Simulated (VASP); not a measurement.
# Ge (Fd-3m) in VASP: notebook

Runs on Ge. Level: PBEsol. Tasks: relaxation of cell and atoms.

Program: VASP 6.6.1. These are calculated values, not measurements. Logs are shortened: lines on timing, memory, paths and dates and some standing lists are left out, and cuts for length are marked.

## (1) The structure

The structure is cubic, space group Fd-3m (No. 227). Conventional cell: a = 5.658 Å, b = 5.658 Å, c = 5.658 Å, α = 90.00°, β = 90.00°, γ = 90.00°. Around Ge (site symmetry -43m) lie 4 Ge at 2.45 Å.

## (2) Relaxation of cell and atoms, PBEsol

Contents of INCAR:

```
ALGO = Fast ; EDIFF = 1E-7
EDIFFG = -0.002 ; ENCUT = 520
GGA = PS ; IBRION = 2
ISIF = 3 ; ISMEAR = 0
KPAR = 4 ; LASPH = T
LCHARG = F ; LREAL = F
LWAVE = F ; NELM = 100
NSW = 80 ; PREC = Accurate
SIGMA = 0.02
```

Contents of KPOINTS:

```
k-points
0
Gamma
  10 10 10
```

Contents of POSCAR:

```
Ge
1.0
    0.0000000000      2.8289100000      2.8289100000
    2.8289100000      0.0000000000      2.8289100000
    2.8289100000      2.8289100000      0.0000000000
Ge
2
Direct
    0.0000000000      0.0000000000      0.0000000000
    0.2500000000      0.2500000000      0.2500000000
```

Potentials or basis: VASP PAW PBE potentials, release 64 (Ge_d).

On the command line:

```console
$ cat potpaw_PBE.64/Ge_d/POTCAR > POTCAR
$ mpirun -np 4 vasp_std > vasp.out
```

OUTCAR:

```text
EDIFF = 1E-7
   EDIFFG = -0.002
   ENCUT = 520
   GGA = PS
   IBRION = 2
   ISIF = 3
   ISMEAR = 0
   LASPH = T
   LREAL = F
   NELM = 100
   NSW = 80
   PREC = Accurate

 ion  position               nearest neighbor table
   1  0.000  0.000  0.000-   2 2.45   2 2.45   2 2.45   2 2.45
   2  0.250  0.250  0.250-   1 2.45   1 2.45   1 2.45   1 2.45

  LATTYP: Found a face centered cubic cell.
 ALAT       =     5.6578200000

  Lattice vectors:

 A1 = (   0.0000000000,   2.8289100000,   2.8289100000)
 A2 = (   2.8289100000,   0.0000000000,   2.8289100000)
 A3 = (   2.8289100000,   2.8289100000,   0.0000000000)

Analysis of symmetry for initial positions (statically):
=====================================================================
 Subroutine PRICEL returns:
 Original cell was already a primitive cell.

 Routine SETGRP: Setting up the symmetry group for a
 face centered cubic supercell.

 Subroutine GETGRP returns: Found 48 space group operations
 (whereof 24 operations were pure point group operations)
 out of a pool of 48 trial point group operations.

The static configuration has the point symmetry T_d .
 The point group associated with its full space group is O_h .

Analysis of symmetry for dynamics (positions and initial velocities):
=====================================================================
 Subroutine PRICEL returns:
 Original cell was already a primitive cell.

 Routine SETGRP: Setting up the symmetry group for a
 face centered cubic supercell.

 Subroutine GETGRP returns: Found 48 space group operations
 (whereof 24 operations were pure point group operations)
 out of a pool of 48 trial point group operations.

The dynamic configuration has the point symmetry T_d .
 The point group associated with its full space group is O_h .

 Subroutine INISYM returns: Found 48 space group operations
 (whereof 24 operations are pure point group operations),
 and found     1 'primitive' translations

----------------------------------------------------------------------------------------

                                     Primitive cell

  volume of cell :      45.2780

  direct lattice vectors                    reciprocal lattice vectors
     0.000000000  2.828910000  2.828910000    -0.176746521  0.176746521  0.176746521
     2.828910000  0.000000000  2.828910000     0.176746521 -0.176746521  0.176746521
     2.828910000  2.828910000  0.000000000     0.176746521  0.176746521 -0.176746521

  length of vectors
[... 95 lines left out ...]
   EMIN   =  10.00;   EMAX   =-10.00  energy-range for DOS
   EFERMI =   0.00;   METHOD = LEGACY
   ISMEAR =     0;   SIGMA  =   0.02  broadening in eV -4-tet -1-fermi 0-gaus
   EFERMI_NEDOS =   21; number of points for ismear=-14 and -15
   IALGO  =     68    algorithm
   IMIX   =      4    mixing-type and parameters
     AMIX     =   0.40;   BMIX     =  1.00
     AMIX_MAG =   1.60;   BMIX_MAG =  1.00
  volume/ion in A,a.u.               =      22.64       152.78
  Fermi-wavevector in a.u.,A,eV,Ry     =   1.394756  2.635708 26.468033  1.945346
  Thomas-Fermi vector in A             =   2.518275
   LORBIT       =      0    0 simple, 1 ext, 2 COOP (PROOUT), +10 PAW based schemes
   GGA     = PS    functional components
   LHFCALC =     F    Hartree Fock is set to
   AEXX    =    0.0000 exact exchange contribution
   IVDW    =     0    specifies the selected vdW correction
   LEPSILON=     F    determine dielectric tensor
   LRPA    =     F    only Hartree local field effects (RPA)
 conjugate gradient relaxation of ions
 non-spin polarized calculation
 RMM-DIIS sequential band-by-band and
 Gauss-broadening in eV      SIGMA  =   0.02
  energy-cutoff  :      520.00
  volume of cell :       45.28
 maximum number of plane-waves:      1243
 NGX is ok and might be reduce to    30
   NGX = 15   NGY = 15   NGZ = 15

--------------------------------------- Ionic step        1  -------------------------------------------

 number of electron      28.0000022 magnetization

 Free energy of the ion-electron system (eV)
  ---------------------------------------------------
  ext. energy  EPLUGINS =         0.00000000
  ---------------------------------------------------
  free energy    TOTEN  =        -9.87050076 eV

  energy without entropy =       -9.87046543  energy(sigma->0) =       -9.87048309

------------------------ aborting loop because EDIFF is reached ----------------------------------------

  FORCE on cell =-STRESS in cart. coord.  units (eV):
  Direction    XX          YY          ZZ          XY          YZ          ZX
  --------------------------------------------------------------------------------------
  -------------------------------------------------------------------------------------
  Total        0.1647435      0.1647435      0.1647435      0.0000000      0.0000000      0.0000000
  in kB        5.8295020      5.8295020      5.8295020      0.0000000      0.0000000      0.0000000
  external PRESSURE =       5.8295020 kB  Pullay stress =       0.0000000 kB
[... 275 lines left out ...]
--------------------------------------- Ionic step        9  -------------------------------------------

 number of electron      28.0000016 magnetization

 Free energy of the ion-electron system (eV)
  ---------------------------------------------------
  ext. energy  EPLUGINS =         0.00000000
  ---------------------------------------------------
  free energy    TOTEN  =        -9.87115009 eV

  energy without entropy =       -9.87111924  energy(sigma->0) =       -9.87113466

 E-fermi :   4.7960     XC(G=0): -10.0929

 val. band max:        4.7898738792   @ k =   0.0000   0.0000   0.0000
 cond. band min:       4.8898021947   @ k =   0.5000   0.0000   0.0000
 fundamental gap:      0.0999283156
 Fermi energy:         4.7959624301

 k-point     1 :       0.0000    0.0000    0.0000
  band No.  band energies     occupation
      1     -19.9626      2.00000
      2     -19.9626      2.00000
      3     -19.9626      2.00000
      4     -19.9266      2.00000
      5     -19.9266      2.00000
      6     -19.7184      2.00000
[... 481 lines left out ...]
      5     -19.8443      2.00000
      6     -19.8211      2.00000
[... 10 lines left out ...]
     17      11.4003      0.00000
     18      11.9630      0.00000

 [... further k-points ...]

------------------------ aborting loop because EDIFF is reached ----------------------------------------

  FORCE on cell =-STRESS in cart. coord.  units (eV):
  Direction    XX          YY          ZZ          XY          YZ          ZX
  --------------------------------------------------------------------------------------
  -------------------------------------------------------------------------------------
  Total        0.0035750      0.0035750      0.0035750      0.0000000      0.0000000     -0.0000000
  in kB        0.1255647      0.1255647      0.1255647      0.0000000      0.0000000     -0.0000000
  external PRESSURE =       0.1255647 kB  Pullay stress =       0.0000000 kB
[... 17 lines left out ...]
  FREE ENERGIE OF THE ION-ELECTRON SYSTEM (eV)
  ---------------------------------------------------
  free  energy   TOTEN  =        -9.8711500899 eV

  energy  without entropy=       -9.8711192374  energy(sigma->0) =       -9.87113466

 reached required accuracy - stopping structural energy minimisation
```

CONTCAR:

```text
Ge
   1.00000000000000
    -0.0000000000000000    2.8359372605797790    2.8359372605797790
     2.8359372605797790    0.0000000000000000    2.8359372605797790
     2.8359372605797790    2.8359372605797790    0.0000000000000000
  Ge
     2
Direct
     0.0000000000000000    0.0000000000000000    0.0000000000000000
     0.2500000000000000    0.2500000000000000    0.2500000000000000

  0.00000000E+00  0.00000000E+00  0.00000000E+00
  0.00000000E+00  0.00000000E+00  0.00000000E+00
```

Wall time 45 s (4 MPI ranks of Intel Xeon Platinum 8488C (Sapphire Rapids), shared host); peak memory 0.17 GiB.

What came out:

```yaml
Free_energy: -9.8712 eV
Relaxed_volume: 22.81 Å³/atom
Relaxed_cell: a = 4.011 Å, b = 4.011 Å, c = 4.011 Å, α = 60.00°, β = 60.00°, γ = 60.00°
Space_group_after_relaxing_to_0.05_Å: Fd-3m (No. 227)
Energy_gained_by_relaxing: 0.3 meV/atom
Ionic_steps: 9
Pressure_after_relaxing: 0.0 GPa
Band_gap_on_the_k_mesh: none (metal or under the smearing width)
```

The path:
```csv
step,energy change (eV),largest force (eV/Å),pressure (GPa),volume (Å³)
1,0.0000,0.0000,0.58,45.28
2,-0.0005,0.0000,-0.28,45.82
3,-0.0007,0.0000,0.02,45.64
4,-0.0007,0.0000,-0.12,45.66
5,-0.0006,0.0000,0.14,45.55
6,-0.0006,0.0000,0.05,45.61
7,-0.0007,0.0000,-0.07,45.62
8,-0.0006,0.0000,0.06,45.61
9,-0.0006,0.0000,0.01,45.62
```

Final structure:
```xyz
2
Lattice="0.0000 2.8359 2.8359 2.8359 0.0000 2.8359 2.8359 2.8359 0.0000" Properties=species:S:1:pos:R:3 pbc="T T T"
Ge    0.0000    0.0000    0.0000
Ge    1.4180    1.4180    1.4180
```

Levels at points of the mesh, in eV from the Fermi level:
| k point | band 12 | band 13 | band 14 | band 15 | band 16 | band 17 |
| --- | --- | --- | --- | --- | --- | --- |
| (0.00, 0.00, 0.00) | -0.08 | -0.01 | -0.01 | -0.01 | 2.52 | 2.52 |
| (0.50, 0.00, 0.00) | -7.60 | -1.40 | -1.40 | 0.09 | 3.70 | 3.70 |
| (0.50, 0.50, 0.00) | -8.88 | -3.07 | -3.07 | 0.67 | 0.67 | 9.42 |

Caveat: the PAW data sets were made with another functional, which shifts forces and pressure a little; this crystal is a semiconductor, whose small gap the functional closes, so the metal is an error of the method. Zero-point motion and thermal expansion aren't in these numbers.

## (3) Relaxation of cell and atoms, PBEsol

This run uses another cell than the first one, of 22.81 Å³/atom, 1.007 times its volume.

INCAR is that of step 2.

KPOINTS is that of step 2.

Contents of POSCAR:

```
Ge                                      
1.0
   -0.0000000000      2.8359372606      2.8359372606
    2.8359372606      0.0000000000      2.8359372606
    2.8359372606      2.8359372606      0.0000000000
  Ge            
     2
Direct
     0.0000000000000000    0.0000000000000000    0.0000000000000000
     0.2500000000000000    0.2500000000000000    0.2500000000000000
```

Potentials or basis: VASP PAW PBE potentials, release 64 (Ge_d).

On the command line:

```console
$ cat potpaw_PBE.64/Ge_d/POTCAR > POTCAR
$ mpirun -np 4 vasp_std > vasp.out
```

It took 27 s on 4 MPI ranks of Intel Xeon Platinum 8488C (Sapphire Rapids), shared host; peak memory 0.17 GiB.

Results (log left out):

```
Free energy                            : -9.8713 eV
Relaxed volume                         : 22.83 Å³/atom
Relaxed cell                           : a = 4.012 Å, b = 4.012 Å, c = 4.012 Å, α = 60.00°, β = 60.00°, γ = 60.00°
Space group after relaxing (to 0.05 Å) : Fd-3m (No. 227)
Energy gained by relaxing              : 0.0 meV/atom
Ionic steps                            : 5
Pressure after relaxing                : 0.0 GPa
Band gap on the k mesh                 : none (metal or under the smearing width)
```

Final structure:
```xyz
2
Lattice="0.0000 2.8367 2.8367 2.8367 0.0000 2.8367 2.8367 2.8367 0.0000" Properties=species:S:1:pos:R:3 pbc="T T T"
Ge    0.0000    0.0000    0.0000
Ge    1.4184    1.4184    1.4184
```

Levels at points of the mesh, in eV from the Fermi level:
```csv
k point,band 11,band 12,band 13,band 14,band 15,band 16,band 17,band 18
"(0.00, 0.00, 0.00)",-12.74,-0.09,-0.01,-0.01,-0.01,2.52,2.52,2.52
"(0.50, 0.00, 0.00)",-10.66,-7.59,-1.40,-1.40,0.09,3.70,3.70,6.95
"(0.50, 0.50, 0.00)",-8.88,-8.88,-3.07,-3.07,0.67,0.67,9.42,9.42
```

Caveat: the PAW data sets were made with another functional, which shifts forces and pressure a little; this crystal is a semiconductor, whose small gap the functional closes, so the metal is an error of the method.
